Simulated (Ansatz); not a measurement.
# KCl: the cost of one run

Method: DFT PBE, scalar-relativistic, in Ansatz 0.2.0.

### 1 The structure to begin with

Symmetry: Pm-3m, No. 221, cubic system. Conventional cell: a = 3.634 Å, b = 3.634 Å, c = 3.634 Å, α = 90.00°, β = 90.00°, γ = 90.00°. Around K (site symmetry m-3m) lie 8 Cl at 3.15 Å. Around Cl (site symmetry m-3m) lie 8 K at 3.15 Å.

Coordinates:

```
K Cl
1.0
     3.63400    0.00000    0.00000
     0.00000    3.63400    0.00000
     0.00000    0.00000    3.63400
K Cl
1 1
Direct
  0.00000 0.00000 0.00000
  0.50000 0.50000 0.50000
```

Atoms are numbered in the order of the input: K1, Cl2.

### 2 After the deformation

Space group Pm-3m before, R-3m after.

### 3 Full-potential LAPW

Contents of input.yaml:

```yaml
crystal:
  lattice:
    - [3.634, -0.03634, -0.03634]
    - [-0.03634, 3.634, -0.03634]
    - [-0.03634, -0.03634, 3.634]
  atoms:
    - { symbol: K, position: [0.0, 0.0, 0.0] }
    - { symbol: Cl, position: [0.5, 0.5, 0.5] }
kpoints:
  mp_grid: { grid: [7, 7, 7] }
  band_path:
    path:
      - [0.0, 0.0, 0.0]
      - [0.5, 0.0, 0.0]
      - [0.5, -0.5, 0.5]
      - [0.4804921086, -0.5195078914, 0.4804921086]
      - [0.4804921086, 0.4804921086, 0.4804921086]
      - [0.0, 0.0, 0.0]
      - [0.5, -0.5, 0.0]
    npoints: 5
scf:
  occupations: { method: fermi_dirac, width: 0.02 }
hamiltonian:
  xc: pbe
  pseudopotentials: { kind: all_electron, lapw: { basis_error: 0.0005 } }
output:
  forces: true
  stress: true
  eigenvalues: true
```

Run with:

```bash
> ansatz run input.yaml --threads 1 --pin off --max-ram 3072MiB --backend cpu --events-out ev --progress --plain --runs-dir out
```

What time and memory should one allow on 1 thread of Intel Xeon 6975P-C (Granite Rapids), shared host?

About 4.3 s, with a peak of 0.31 GiB.
